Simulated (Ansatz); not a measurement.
The structure comes from a relaxation in the same program, started in the zincblende type, and has space group F-43m. Whether it is a known phase or the ground state wasn't checked.

A run on NaI: DFT, PBE, all-electron LAPW, scalar-relativistic (Ansatz 0.2.0). The input:

```yaml
crystal:
  lattice:
    - [0.0, 3.5813786433, 3.5813786433]
    - [3.5813786433, 0.0, 3.5813786433]
    - [3.5813786433, 3.5813786433, 0.0]
  atoms:
    - { symbol: Na, position: [0.0, 0.0, 0.0] }
    - { symbol: I, position: [0.25, 0.25, 0.25] }
kpoints:
  mp_grid: { grid: [10, 10, 10] }
scf:
  occupations: { method: fermi_dirac, width: 0.05 }
hamiltonian:
  xc: pbe
  pseudopotentials:
    kind: all_electron
    lapw: { basis_error: 0.001, muffin_tin_radii: { Na: 1.561, I: 1.561 } }
output:
  forces: true
  stress: true
  eigenvalues: true
```

Task: Is the run sound, and if not, why?

Result: No. The input was rejected before any iteration. The typed spheres overlap: twice 1.561 Å exceeds the shortest distance, 3.102 Å; smaller radii, or none typed, cure it. It says:
```
Error: `kind: all_electron` solves this crystal on LAPW (the input types lapw, or this build lists no dataset of some species for it), and no LAPW basis is found for it: the given muffin-tin radii of Na and I, or the smallest supported ones, add up to 3.122 Å, and 3.102 Å are free between these atoms; give smaller radii, or leave one out; where each species has a listed dataset, leave lapw and dirac_shells out and run without spin–orbit coupling, or set another kind (and leave the keys of all_electron out)
```
 The same cell converged in the base run, which differs by not having this change: all sphere radii typed as 1.561 A.
